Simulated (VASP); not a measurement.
A run of VASP 6.6.1:

The input INCAR:

```
SYSTEM = InAs
PREC = Accurate ; ENCUT = 520
EDIFF = 1E-6 ; ISMEAR = 0
SIGMA = 0.02 ; LREAL = .False.
LASPH = .True. ; NELM = 60
ALGO = Fast ; ISIF = 2
LWAVE = .False. ; LCHARG = .False.
GGA = PE ; LORBIT = 11
```

The input KPOINTS:

```
regular mesh
0
Gamma
  8 8 8
  0 0 0
```

Contents of POSCAR:

```
InAs
1.0
    0.0000000000      2.8773040000      2.8773040000
    2.8773040000      0.0000000000      2.8773040000
    2.8773040000      2.8773040000      0.0000000000
In As
1 1
Direct
    0.5000000000      0.5000000000      0.5000000000
    0.0000000000      0.0000000000      0.0000000000
```

Potentials or basis: VASP PAW PBE potentials, release 64 (In_d, As).

Command:

```sh
$ cat potpaw_PBE.64/In_d/POTCAR potpaw_PBE.64/As/POTCAR > POTCAR
$ mpirun -np 1 vasp_std > vasp.out
```

Hardware: 1 thread of Intel(R) Xeon(R) Platinum 8488C (Sapphire Rapids), with other jobs on the host.

Question: How long does it take, and how much memory?

Answer: Run time: 18 s on 1 thread of Intel(R) Xeon(R) Platinum 8488C (Sapphire Rapids) (shared host), peak memory 0.17 GiB. Counts: scf iterations 14, k points 29.
